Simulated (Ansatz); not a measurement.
# Sn2Ge: the cost of one run

Code: Ansatz 0.2.0. PAW datasets, plane waves. Spin-unpolarised throughout. Whether this structure exists isn't addressed.

**1. The system as given**

The cell was relaxed beforehand with r2SCAN.

Space group P-3m1 (No. 164), trigonal; conventional cell a = 4.454 Å, c = 10.839 Å, 31.04 Å³ an atom. Near Ge stand 1 Ge at 2.47 Å and 3 Sn at 2.70 Å; near Sn stand 4 Sn at 2.78–2.84 Å; near Sn stand 3 Ge at 2.70 Å and 1 Sn at 2.84 Å.

Structure file:

```cif
data_structure
_symmetry_space_group_name_H-M 'P-3m1'
_symmetry_Int_Tables_number 164
_cell_length_a 4.4545
_cell_length_b 4.4545
_cell_length_c 10.8392
_cell_angle_alpha 90.000
_cell_angle_beta 90.000
_cell_angle_gamma 120.000
_cell_volume 186.26
loop_
_atom_site_label
_atom_site_type_symbol
_atom_site_symmetry_multiplicity
_atom_site_Wyckoff_symbol
_atom_site_fract_x
_atom_site_fract_y
_atom_site_fract_z
_atom_site_occupancy
Ge1 Ge 2 c 0.00000 0.00000 0.88601 1
Sn1 Sn 2 d 0.66667 0.33333 0.54872 1
Sn2 Sn 2 d 0.33333 0.66667 0.18948 1
```

**2. PBE band path**

input.yaml

```yaml
crystal:
  lattice:
    - [4.4544766959, 0.0, 0.0]
    - [-2.2272383479, 3.8576899792, 0.0]
    - [0.0, 0.0, 10.8392198722]
  atoms:
    - { symbol: Ge, position: [0.0, 0.0, 0.886007559] }
    - { symbol: Sn, position: [0.6666666667, 0.3333333333, 0.5487245238] }
    - { symbol: Sn, position: [0.3333333333, 0.6666666667, 0.1894826606] }
    - { symbol: Sn, position: [0.6666666667, 0.3333333333, 0.8105173394] }
    - { symbol: Sn, position: [0.3333333333, 0.6666666667, 0.4512754762] }
    - { symbol: Ge, position: [0.0, 0.0, 0.113992441] }
kpoints:
  mp_grid: { grid: [6, 6, 2] }
  band_path:
    path:
      - [[0.0, 0.0, 0.0], [0.5, -5.807608846538e-17, -1.435089484782e-18], [0.3333333333333, 0.3333333333333, -2.870178969563e-18], [0.0, 0.0, 0.0], [7.919023434987e-51, 2.61740156154e-35, 0.5], [0.5, -5.825768047219e-17, 0.5], [0.3333333333333, 0.3333333333333, 0.5], [7.919023434987e-51, 2.61740156154e-35, 0.5]]
      - [[0.5, -5.825768047219e-17, 0.5], [0.5, -5.807608846538e-17, -1.435089484782e-18]]
      - [[0.3333333333333, 0.3333333333333, 0.5], [0.3333333333333, 0.3333333333333, -2.870178969563e-18]]
    npoints: 10
hamiltonian:
  xc: pbe
scf:
  occupations: { method: fermi_dirac, width: 0.02 }
  n_extra_bands: 5
output:
  forces: true
  stress: true
  eigenvalues: true
```

The run is started by

```console
ansatz run input.yaml --threads 4 --pin off --max-ram 6451MiB --backend cpu --events-out ev --progress --plain --runs-dir out
```

**Question.** How long does this run take on 4 threads of Arm Neoverse N1, shared host, and how much memory does it need?

About 9.8 s, with a peak of 0.73 GiB.
